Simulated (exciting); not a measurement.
**FeO: single point with PBEsol**

The system is FeO.

```
Fe O
1.0
     0.00000    2.15540    2.15540
     2.15540    0.00000    2.15540
     2.15540    2.15540    0.00000
Fe O
1 1
Direct
  0.00000 0.00000 0.00000
  0.50000 0.50000 0.50000
```

```
Program             : exciting (release sodium)
Task                : single point
Functional          : PBEsol
Potentials or basis : all-electron LAPW+lo, shipped species files, valence relativity iora*
rgkmax              : 7.5
k mesh              : 11 × 11 × 11
Occupations         : fermi-dirac, width 0.05 eV
Spin                : collinear spin, ferromagnetic start
```

The band gap on the k mesh is none (metal or under the smearing width). The net moment is 4.00 μB per cell and the site moments are Fe +3.53; O +0.29 μB. The all electrons inside the program's atomic spheres are Fe 23.90; O 6.63 (radii Fe 2.0, O 1.45 bohr).

Levels at points of the mesh, in eV from the Fermi level:
Spin up:
| k point | band 11 | band 12 | band 13 | band 14 | band 15 | band 16 |
| --- | --- | --- | --- | --- | --- | --- |
| (0.00, 0.00, 0.00) | -3.87 | -3.65 | -3.65 | -0.03 | 15.07 | 17.03 |
Spin down:
```tsv
k point	band 7	band 8	band 9	band 10	band 11	band 12
(0.00, 0.00, 0.00)	-3.30	-3.30	-0.74	-0.74	-0.74	0.13
```

It took 5.3 min on 1 thread of Arm Neoverse V2, with other jobs on the host, peak memory 0.15 GiB.

The gap isn't set beside the measured one, since this odd mesh misses points on the zone boundary.

Caveat: the log's total energy holds no entropy term; the free energy is that total less TS from the occupations; a cell with one magnetic atom can't hold antiferromagnetic order, which such compounds often take; semilocal functionals often make such compounds metallic where correlation or magnetic order opens a gap, which also shifts bond lengths.
